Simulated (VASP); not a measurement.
# Settings for W: relaxation of the atoms

W, P1 (no. 1), 6 atoms in the cell. PBE, relaxation of the atoms; PAW potentials W_sv (PBE set). VASP 6.6.1.

Wanted: energy within 1 meV/atom; two shortest distances of each atom within 0.01 Å.

POSCAR:
```
W
1.0
    3.1646900000      0.0000000000      0.0000000000
    0.0000000000      3.1646900000      0.0000000000
    0.0000000000      0.0000000000      9.4940700000
W
6
Direct
    0.0124480000      0.0099110000      0.0013000000
   -0.0236470000      0.0117440000      0.3354800000
   -0.0068730000      0.0046460000      0.6682160000
    0.5113210000      0.4925460000      0.1695450000
    0.4887590000      0.4883580000      0.4953710000
    0.5179920000      0.4927940000      0.8300880000
```

The series start from Force threshold EDIFFG (eV/Å): -0.02; Electronic threshold EDIFF (eV): 1e-6; Relaxation method: conjugate gradient, POTIM 0.5; Mixing and least electronic steps: default. Each series keeps the choices made before it, and each single choice may use up half of a tolerance.

## Force threshold EDIFFG (eV/Å)

| Force threshold EDIFFG (eV/Å) | Energy less reference (meV/atom) | Two shortest distances of each atom, largest deviation (Å) | SCF iterations | Time (s) |
|---|---|---|---|---|
| -0.1 | 0.0 | 0.004 | 53 | 86 |
| -0.05 | 0.0 | 0.004 | 53 | 73 |
| -0.03 | 0.0 | 0.001 | 66 | 96 |
| -0.02 | 0.0 | 0.001 | 66 | 136 |
| -0.01 | 0.0 | 0.000 | 69 | 91 |
| -0.005 | 0.0 | 0.000 | 74 | 126 |
| -0.002 (reference) | 0.0 | 0.000 | 74 | 129 |

Chosen: -0.1, the loosest value from which every tighter one stays within half of the tolerance.

## Electronic threshold EDIFF (eV)

| Electronic threshold EDIFF (eV) | Energy less reference (meV/atom) | Two shortest distances of each atom, largest deviation (Å) | SCF iterations | Time (s) |
|---|---|---|---|---|
| 0.001 | 0.0 | 0.001 | 28 | 44 |
| 0.0001 | 0.0 | 0.001 | 35 | 56 |
| 1e-5 | 0.0 | 0.000 | 46 | 71 |
| 1e-6 | 0.0 | 0.000 | 53 | 86 |
| 1e-7 (reference) | 0.0 | 0.000 | 65 | 107 |

Chosen: 0.001.

## Relaxation method

| Relaxation method | Energy less reference (meV/atom) | Two shortest distances of each atom, largest deviation (Å) | SCF iterations | Time (s) |
|---|---|---|---|---|
| conjugate gradient, POTIM 0.5 | 0.0 | 0.000 | 28 | 44 |
| conjugate gradient, POTIM 0.2 | 0.0 | 0.002 | 45 | 65 |
| conjugate gradient, POTIM 1.0 | 0.0 | 0.001 | 36 | 51 |
| quasi-Newton, POTIM 0.5 | 0.3 | 0.005 | 22 | 32 |
| quasi-Newton, POTIM 0.3, 10 steps kept | 0.0 | 0.003 | 29 | 53 |
| quasi-Newton, POTIM 0.5, at least 5 electronic steps | 0.2 | 0.005 | 26 | 46 |
| damped dynamics, POTIM 0.2, SMASS 0.4 | 0.0 | 0.002 | 50 | 95 |
| damped dynamics, POTIM 0.4, SMASS 0.8 | 0.1 | 0.003 | 31 | 50 |
| velocity quench, POTIM 0.1 | 0.5 | 0.007 | 28 | 51 |

Chosen: conjugate gradient, POTIM 0.5; no other choice that stays within half of the tolerance saves 30 % of the time.

## Mixing and least electronic steps

| Mixing and least electronic steps | Energy less reference (meV/atom) | Two shortest distances of each atom, largest deviation (Å) | SCF iterations | Time (s) |
|---|---|---|---|---|
| default | 0.0 | 0.000 | 28 | 44 |
| MAXMIX 40 | 0.0 | 0.001 | 29 | 47 |
| NELMIN 4 | 0.0 | 0.002 | 32 | 38 |
| NELMIN 4, MAXMIX 40 | 0.0 | 0.001 | 39 | 63 |
| ALGO Fast | 0.0 | 0.001 | 38 | 52 |

Chosen: default.

## All choices together

| Input | Energy less reference (meV/atom) | Two shortest distances of each atom, largest deviation (Å) | Time (s) |
|---|---|---|---|
| program defaults (naive) | 0.0 | 0.003 | 83 |
| chosen settings | 0.0 | 0.005 | 44 |
| reference settings throughout | 0.0 | 0.000 | 178 |

The tolerance is met.

## The input

INCAR:
```
SYSTEM = W
PREC     = Normal         ! precision mode
ENCUT    = 300            ! plane-wave cutoff, eV
EDIFF    = 0.001          ! SCF threshold, eV
ISMEAR   = 1              ! smearing method
SIGMA    = 0.1            ! smearing width, eV
LREAL    = .False.        ! projectors in reciprocal space
LASPH    = .True.         ! aspherical terms in the spheres
NELM     = 100            ! most SCF steps
ALGO     = Normal         ! electronic algorithm
LWAVE    = .False.        ! write WAVECAR
LCHARG   = .False.        ! write CHGCAR
IBRION   = 2              ! ionic algorithm
NSW      = 150            ! ionic steps
ISIF     = 2              ! what is computed and relaxed
EDIFFG   = -0.1           ! ionic threshold
POTIM    = 0.5            ! step
KPAR     = 8             
```

KPOINTS:
```
k-points
0
Gamma
  7 7 3
```

Commands:
```
cat potpaw_PBE.64/W_sv/POTCAR > POTCAR
mpirun -np 8 vasp_std > vasp.out
```

The naive input happens to agree within the tolerance here, in 83 s.

Limits: the start was distorted on purpose (atoms moved at random), so the space group given is the start's and not the crystal's.

The chosen input took VASP 6.6.1 44 s on 8 cores (AMD EPYC 7R43 (Zen 3)), a shared host.

## An input that fails: ionic step far too long

VASP's message: internal error in: us.F  at line: 1398 internal ERROR SETYLM_AUG: -26 24 618 2 -27 23 23 If you are not a developer, you should not encounter this problem. Please submit a bug report.

Changes against the starting input:
```
- NELM = 100
- IBRION = 2
- NSW = 150
- POTIM = 0.5
+ NELM = 60
+ IBRION = 3
+ NSW = 30
+ POTIM = 5.0
+ SMASS = 0.4
```
